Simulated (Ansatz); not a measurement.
Take ZnTe in the zinc blende structure (space group F-43m, No. 216; a = 6.179 Å) as the base. Axes: x, y, z lie along the cube axes.

Computed with PBE (Ansatz, an electronic-structure program; PAW; 420 eV plane waves; without spin-orbit coupling), earlier PAW set.

Before the change:

| Quantity | Value |
|---|---|
| Valley order | Γ 1.07 eV; L along ⟨111⟩ 1.73 eV; a point along ⟨100⟩, about 0.9 Å⁻¹ from Γ 2.28 eV |

It is then changed as follows: the symmetric strain tensor [-0.0027 0.0157 -0.0030; 0.0157 0.0024 -0.0033; -0.0030 -0.0033 0.0057], atoms relaxed at fixed cell.

Task: Estimate the effect on the valley order.

Result: The valley order (the lowest conduction-band minima on the path, energy above the VBM, named in the base's zone) goes from Γ 1.07 eV; L along ⟨111⟩ 1.73 eV; a point along ⟨100⟩, about 0.9 Å⁻¹ from Γ 2.28 eV to Γ 0.94 eV; L along [1-1-1] 1.51 eV; L along [1-11] 1.51 eV; L along [111] 1.69 eV.

Spin-orbit coupling, missing from the scalar runs, can matter with Te. The levels and masses belong to the bands next to the band gap. Whether these cells are dynamically stable was not tested.
